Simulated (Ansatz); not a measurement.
Input of an Ansatz 0.2.0 run:

input.yaml

```yaml
crystal:
  lattice:
    - [3.1339080219, 0.0, 0.0]
    - [-1.566954011, 2.7140439601, 0.0]
    - [0.0, 0.0, 5.41676772]
  atoms:
    - { symbol: Hf, position: [0.333662, 0.65416, 0.250486] }
    - { symbol: Hf, position: [0.661442, 0.335656, 0.749924] }
    - { symbol: "N", position: [0.007637, -0.003532, 0.491773] }
    - { symbol: "N", position: [0.004604, 0.002235, -0.006663] }
hamiltonian:
  xc: pbe
  pseudopotentials: { kind: paw }
kpoints:
  mp_grid: { grid: [10, 10, 5] }
scf:
  occupations: { method: fermi_dirac, width: 0.05 }
output:
  forces: true
  stress: true
  eigenvalues: true
```

Potentials or basis: Ansatz PAW.

The run is started by

```console
$ ansatz run input.yaml --threads 2 --pin off --max-ram 5120MiB --backend cpu --events-out ev --progress --plain --runs-dir out
```

**Question.** Predict the pressure.

**Answer.** 6.5 GPa.

**Question.** Predict the band gap on the k mesh.

**Answer.** None (metal or under the smearing width).

**Question.** Predict the largest force.

**Answer.** 0.585 eV/Å.

Forces in eV/Å, atoms in the order of the input:
```
Hf  -0.010  0.320 -0.455
Hf   0.395 -0.075 -0.385
N   -0.283 -0.045  0.510
N   -0.102 -0.200  0.329
```

Caveat: the pressure holds a Pulay correction of +0.5 GPa for the finite cutoff. The run has no spin-orbit coupling, so splittings on Hf are missing.
